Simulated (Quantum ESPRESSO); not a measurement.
Input of a Quantum ESPRESSO 7.5 run:

File pw.in:

```
&CONTROL
  calculation = 'scf'
  prefix = 'pwscf'
  outdir = './tmp'
  pseudo_dir = './pseudo'
  tprnfor = .true.
  tstress = .true.
  disk_io = 'nowf'
/
&SYSTEM
  ibrav = 0
  nat = 1
  ntyp = 1
  ecutwfc = 60
  nbnd = 13
  occupations = 'smearing'
  smearing = 'fd'
  degauss = 0.00367493
/
&ELECTRONS
  conv_thr = 2d-10
  electron_maxstep = 120
  mixing_beta = 0.5
/
ATOMIC_SPECIES
Mo    95.9500 Mo_ONCV_PBE-1.0.oncvpsp.upf
CELL_PARAMETERS angstrom
   2.8244807000   -0.0180516400   -0.0483609000
  -1.4278735300    2.3175461800    0.0145522700
  -0.0451728600   -0.0103847700    2.5373308300
ATOMIC_POSITIONS crystal
Mo     0.0000000000    0.0000000000    0.5000000000
K_POINTS automatic
11 11 10 0 0 0
```

Potentials or basis: SSSP 1.3 efficiency PBE.

Command:

```bash
$ OMP_NUM_THREADS=1 pw.x -in pw.in > pw.out
```

(1) Estimate the pressure.

(2) Predict the band gap on the k mesh.

Answers

(1) 2.9 GPa.

(2) none (metal or under the smearing width).
